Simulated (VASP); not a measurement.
# BaS (Fm-3m) in VASP: notebook

BaS is run at these levels: r2SCAN; tasks: single point, relaxation of cell and atoms.

Everything below comes from runs of VASP 6.6.1. Logs are shortened: lines on timing, memory, paths and dates and some standing lists are left out, and cuts for length are marked.

**The experiment to reproduce.**

From a printed reference work, monograph, original work of 1988, for a bulk crystal of BaS at 2 K: band gap 3.806 eV (indirect).

How close the calculation comes is told below.

## (1) The cell of the first run

Symmetry: Fm-3m, No. 225, cubic system. The conventional cell has a = 6.425 Å, b = 6.425 Å, c = 6.425 Å, α = 90.00°, β = 90.00°, γ = 90.00°. Ba (site symmetry m-3m) has 6 S at 3.21 Å within 4.2 Å. Within 4.2 Å of S (site symmetry m-3m) lie 6 Ba at 3.21 Å.

## (2) Single point, r2SCAN

POSCAR

```
BaS
1.0
    0.0000000000      3.2127200761      3.2127200761
    3.2127200761      0.0000000000      3.2127200761
    3.2127200761      3.2127200761      0.0000000000
Ba S
1 1
Direct
    0.0000000000      0.0000000000      0.0000000000
    0.5000000000      0.5000000000      0.5000000000
```

INCAR.step1

```
SYSTEM = BaS
  ALGO = Normal
  EDIFF = 1E-4
  ENCUT = 520
  GGA = PE
  ISMEAR = 0
  LASPH = .TRUE.
  LCHARG = .FALSE.
  LREAL = .FALSE.
  LWAVE = .TRUE.
  NBANDS = 15
  NELM = 100
  PREC = Accurate
  SIGMA = 0.02
```

INCAR.step2

```
SYSTEM = BaS
  ALGO = Normal
  EDIFF = 1E-6
  ENCUT = 520
  ISIF = 2
  ISMEAR = 0
  ISTART = 1
  LASPH = .TRUE.
  LCHARG = .FALSE.
  LMIXTAU = .TRUE.
  LREAL = .FALSE.
  LWAVE = .FALSE.
  METAGGA = R2SCAN
  NBANDS = 15
  NELM = 100
  PREC = Accurate
  SIGMA = 0.02
```

KPOINTS

```
k-points
0
G
  6 6 6
  0 0 0
```

Potentials or basis: VASP PAW PBE potentials, release 64 (Ba_sv, S).

Launch:

```console
$ cat potpaw_PBE.64/Ba_sv/POTCAR potpaw_PBE.64/S/POTCAR > POTCAR
$ cp INCAR.step1 INCAR
$ mpirun -np 1 vasp_std > vasp.out
$ cp INCAR.step2 INCAR
$ mpirun -np 1 vasp_std > vasp.out
```

OUTCAR:

```text
SYSTEM = BaS
   EDIFF = 1E-6
   ENCUT = 520
   ISIF = 2
   ISMEAR = 0
   ISTART = 1
   LASPH = .TRUE.
   LREAL = .FALSE.
   METAGGA = R2SCAN
   NELM = 100
   PREC = Accurate

 ion  position               nearest neighbor table
   1  0.000  0.000  0.000-   2 3.21   2 3.21   2 3.21   2 3.21   2 3.21   2 3.21
   2  0.500  0.500  0.500-   1 3.21   1 3.21   1 3.21   1 3.21   1 3.21   1 3.21

  LATTYP: Found a face centered cubic cell.
 ALAT       =     6.4254401522

  Lattice vectors:

 A1 = (   0.0000000000,   3.2127200761,   3.2127200761)
 A2 = (   3.2127200761,   0.0000000000,   3.2127200761)
 A3 = (   3.2127200761,   3.2127200761,   0.0000000000)

Analysis of symmetry for initial positions (statically):
=====================================================================
 Subroutine PRICEL returns:
 Original cell was already a primitive cell.

 Routine SETGRP: Setting up the symmetry group for a
 face centered cubic supercell.

 Subroutine GETGRP returns: Found 48 space group operations
 (whereof 48 operations were pure point group operations)
 out of a pool of 48 trial point group operations.

The static configuration has the point symmetry O_h .

Analysis of symmetry for dynamics (positions and initial velocities):
=====================================================================
 Subroutine PRICEL returns:
 Original cell was already a primitive cell.

 Routine SETGRP: Setting up the symmetry group for a
 face centered cubic supercell.

 Subroutine GETGRP returns: Found 48 space group operations
 (whereof 48 operations were pure point group operations)
 out of a pool of 48 trial point group operations.

The dynamic configuration has the point symmetry O_h .

 Subroutine INISYM returns: Found 48 space group operations
 (whereof 48 operations are pure point group operations),
 and found     1 'primitive' translations

----------------------------------------------------------------------------------------

                                     Primitive cell

  volume of cell :      66.3206

  direct lattice vectors                    reciprocal lattice vectors
     0.000000000  3.212720076  3.212720076    -0.155631362  0.155631362  0.155631362
     3.212720076  0.000000000  3.212720076     0.155631362 -0.155631362  0.155631362
     3.212720076  3.212720076  0.000000000     0.155631362  0.155631362 -0.155631362

  length of vectors
     4.543472304  4.543472304  4.543472304     0.269561426  0.269561426  0.269561426

  position of ions in fractional coordinates (direct lattice)
     0.000000000  0.000000000  0.000000000
     0.500000000  0.500000000  0.500000000

  ion indices of the primitive-cell ions
   primitive index   ion index
                 1           1
                 2           2

----------------------------------------------------------------------------------------

 KPOINTS: k-points

Automatic generation of k-mesh.
 Grid dimensions read from file:
 generate k-points for:    6    6    6

 Generating k-lattice:

  Cartesian coordinates                     Fractional coordinates (reciprocal lattice)
    -0.025938560  0.025938560  0.025938560     0.166666667  0.000000000  0.000000000
     0.025938560 -0.025938560  0.025938560     0.000000000  0.166666667  0.000000000
     0.025938560  0.025938560 -0.025938560     0.000000000  0.000000000  0.166666667

  Length of vectors
     0.044926904  0.044926904  0.044926904

  Shift w.r.t. Gamma in fractional coordinates (k-lattice)
     0.000000000  0.000000000  0.000000000

 Subroutine IBZKPT returns following result:
 ===========================================

 Found     16 irreducible k-points:

 Following reciprocal coordinates:
            Coordinates               Weight
  0.000000  0.000000  0.000000      1.000000
  0.166667  0.000000  0.000000      8.000000
  0.333333  0.000000  0.000000      8.000000
  0.500000  0.000000  0.000000      4.000000
  0.166667  0.166667  0.000000      6.000000
  0.333333  0.166667  0.000000     24.000000
[... 8 lines left out ...]
 -0.333333  0.333333  0.166667     24.000000
 -0.333333  0.500000  0.166667     12.000000
   k-points           NKPTS =     16   k-points in BZ     NKDIM =     16   number of bands    NBANDS=     15
   number of dos      NEDOS =    301   number of ions     NIONS =      2
   total plane-waves  NPLWV =  46656
   dimension x,y,z NGX =    36 NGY =   36 NGZ =   36
   dimension x,y,z NGXF=    72 NGYF=   72 NGZF=   72
   ions per type =               1   1
   NGX,Y,Z   is equivalent  to a cutoff of  13.17, 13.17, 13.17 a.u.
   NGXF,Y,Z  is equivalent  to a cutoff of  26.34, 26.34, 26.34 a.u.
 SYSTEM =  BaS
   PREC   = accura    normal or accurate (medium, high low for compatibility)
   ISTART =      1    job   : 0-new  1-cont  2-samecut
   ICHARG =      0    charge: 1-file 2-atom 10-const
   ISPIN  =      1    spin polarized calculation?
   LNONCOLLINEAR =      F non collinear calculations
   LSORBIT =      F    spin-orbit coupling
   LASPH  =      T    aspherical Exc in radial PAW
   ENCUT  =  520.0 eV  38.22 Ry    6.18 a.u.   8.45  8.45  8.45*2*pi/ulx,y,z
   NELM   =    100;   NELMIN=  2; NELMDL=  0     # of ELM steps
   EDIFF  = 0.1E-05   stopping-criterion for ELM
   LREAL  =      F    real-space projection
   EDIFFG = 0.1E-04   stopping-criterion for IOM
   NSW    =      0    number of steps for IOM
   IBRION =     -1    ionic relax: 0-MD 1-quasi-New 2-CG
   NFREE  =      0    steps in history (QN), initial steepest desc. (CG)
   ISIF   =      2    stress and relaxation
   ISYM   =      2    0-nonsym 1-usesym 2-fastsym
   POTIM  = 0.5000    time-step for ionic-motion
   TEBEG  =    0.0;   TEEND  =   0.0 temperature during run
   PSTRESS=    0.0 pullay stress
   NELECT =      16.0000    total number of electrons
   NUPDOWN=      -1.0000    fix difference up-down
   EMIN   =  10.00;   EMAX   =-10.00  energy-range for DOS
   EFERMI =   0.00;   METHOD = LEGACY
   ISMEAR =     0;   SIGMA  =   0.02  broadening in eV -4-tet -1-fermi 0-gaus
   EFERMI_NEDOS =   21; number of points for ismear=-14 and -15
   IALGO  =     38    algorithm
   IMIX   =      4    mixing-type and parameters
     AMIX     =   0.40;   BMIX     =  1.00
     AMIX_MAG =   1.60;   BMIX_MAG =  1.00
  volume/ion in A,a.u.               =      33.16       223.78
  Fermi-wavevector in a.u.,A,eV,Ry     =   1.019136  1.925887 14.131517  1.038637
  Thomas-Fermi vector in A             =   2.152632
   LORBIT       =      0    0 simple, 1 ext, 2 COOP (PROOUT), +10 PAW based schemes
   METAGGA = R2SCAN    functional components
   LHFCALC =     F    Hartree Fock is set to
   AEXX    =    0.0000 exact exchange contribution
   IVDW    =     0    specifies the selected vdW correction
   LEPSILON=     F    determine dielectric tensor
   LRPA    =     F    only Hartree local field effects (RPA)
 non-spin polarized calculation
 Gauss-broadening in eV      SIGMA  =   0.02
  energy-cutoff  :      520.00
  volume of cell :       66.32
 maximum number of plane-waves:      1820
 NGX is ok and might be reduce to    36
   NGX = 17   NGY = 17   NGZ = 17

 number of electron      16.0000002 magnetization

 Free energy of the ion-electron system (eV)
  ---------------------------------------------------
  ext. energy  EPLUGINS =         0.00000000
  ---------------------------------------------------
  free energy    TOTEN  =       -39.20548830 eV

  energy without entropy =      -39.20548830  energy(sigma->0) =      -39.20548830

 E-fermi :   1.2907     XC(G=0):  -9.0013

 val. band max:        1.1281619133   @ k =   0.0000   0.0000   0.0000
 cond. band min:       3.6204324904   @ k =   0.5000   0.5000   0.0000
 fundamental gap:      2.4922705771
 Fermi energy:         1.2907225388

 k-point     1 :       0.0000    0.0000    0.0000
  band No.  band energies     occupation
      1     -25.7414      2.00000
      2     -10.3766      2.00000
      3     -10.3766      2.00000
      4     -10.3766      2.00000
      5      -9.6420      2.00000
      6       1.1282      2.00000
      7       1.1282      2.00000
      8       1.1282      2.00000
      9       5.2573      0.00000
     10       5.4322      0.00000
     11       5.4322      0.00000
     12       5.4322      0.00000
     13       6.4519      0.00000
     14       6.4519      0.00000
     15      10.2895      0.00000

 k-point     2 :       0.1667    0.0000    0.0000
  band No.  band energies     occupation
      1     -25.7307      2.00000
      2     -10.8370      2.00000
      3     -10.3852      2.00000
      4     -10.3852      2.00000
      5      -9.1560      2.00000
      6       0.5133      2.00000
      7       0.8037      2.00000
      8       0.8037      2.00000
      9       5.4688      0.00000
     10       5.8468      0.00000
     11       5.8468      0.00000
     12       6.1952      0.00000
     13       7.2231      0.00000
     14       7.2231      0.00000
     15      11.3647      0.00000

 k-point     3 :       0.3333    0.0000    0.0000
  band No.  band energies     occupation
      1     -25.7092      2.00000
      2     -11.3364      2.00000
      3     -10.4020      2.00000
      4     -10.4020      2.00000
      5      -8.6011      2.00000
      6      -0.3826      2.00000
      7       0.2923      2.00000
      8       0.2923      2.00000
      9       6.0051      0.00000
     10       6.9518      0.00000
     11       6.9518      0.00000
     12       7.6186      0.00000
     13       8.9896      0.00000
     14       8.9896      0.00000
     15      12.0708      0.00000
[... 199 lines left out ...]
 k-point    15 :      -0.3333    0.3333    0.1667
  band No.  band energies     occupation
      1     -25.6886      2.00000
      2     -11.1643      2.00000
      3     -10.6287      2.00000
      4     -10.5384      2.00000
      5      -8.8418      2.00000
      6      -0.1182      2.00000
      7       0.4390      2.00000
      8       0.4979      2.00000
      9       5.9983      0.00000
     10       6.1029      0.00000
     11       8.2980      0.00000
     12       8.5978      0.00000
     13       9.0887      0.00000
     14      10.9763      0.00000
     15      11.2752      0.00000

 k-point    16 :      -0.3333    0.5000    0.1667
  band No.  band energies     occupation
      1     -25.6855      2.00000
      2     -10.8495      2.00000
      3     -10.7659      2.00000
      4     -10.6281      2.00000
      5      -9.1181      2.00000
      6       0.2574      2.00000
      7       0.5867      2.00000
      8       0.7460      2.00000
      9       4.7167      0.00000
     10       7.0940      0.00000
     11       7.8731      0.00000
     12       8.6788      0.00000
     13       9.0965      0.00000
     14      10.1029      0.00000
     15      11.4601      0.00000

------------------------ aborting loop because EDIFF is reached ----------------------------------------

  FORCE on cell =-STRESS in cart. coord.  units (eV):
  Direction    XX          YY          ZZ          XY          YZ          ZX
  --------------------------------------------------------------------------------------
  -------------------------------------------------------------------------------------
  Total        0.2268664      0.2268664      0.2268664      0.0000000     -0.0000000      0.0000000
  in kB        5.4806494      5.4806494      5.4806494      0.0000000     -0.0000000      0.0000000
  external PRESSURE =       5.4806494 kB  Pullay stress =       0.0000000 kB

 VOLUME and BASIS-vectors are now :
 -----------------------------------------------------------------------------
  energy-cutoff  :      520.00
  volume of cell :       66.32
      direct lattice vectors                 reciprocal lattice vectors
     0.000000000  3.212720076  3.212720076    -0.155631362  0.155631362  0.155631362
     3.212720076  0.000000000  3.212720076     0.155631362 -0.155631362  0.155631362
     3.212720076  3.212720076  0.000000000     0.155631362  0.155631362 -0.155631362

 POSITION                                       TOTAL-FORCE (eV/Angst)
 -----------------------------------------------------------------------------------
      0.00000      0.00000      0.00000        -0.000000     -0.000000     -0.000000
      3.21272      3.21272      3.21272         0.000000      0.000000      0.000000
 -----------------------------------------------------------------------------------
    total drift:                                0.000000      0.000000      0.000000

  FREE ENERGIE OF THE ION-ELECTRON SYSTEM (eV)
  ---------------------------------------------------
  free  energy   TOTEN  =       -39.2054883002 eV

  energy  without entropy=      -39.2054883002  energy(sigma->0) =      -39.20548830
```

Wall time 50 s (1 thread of Intel Xeon Platinum 8488C (Sapphire Rapids), shared host); peak memory 0.22 GiB.

What came out:

```
Free energy            : -39.2055 eV
Pressure               : 0.5 GPa
Band gap on the k mesh : 2.49 eV, indirect (least direct gap 2.64 eV)
```

Caveat: the PAW data sets were made with another functional, which shifts forces and pressure a little; spin-orbit coupling is left out, which moves the levels of the heavy elements.

[end of part 1 of 2]
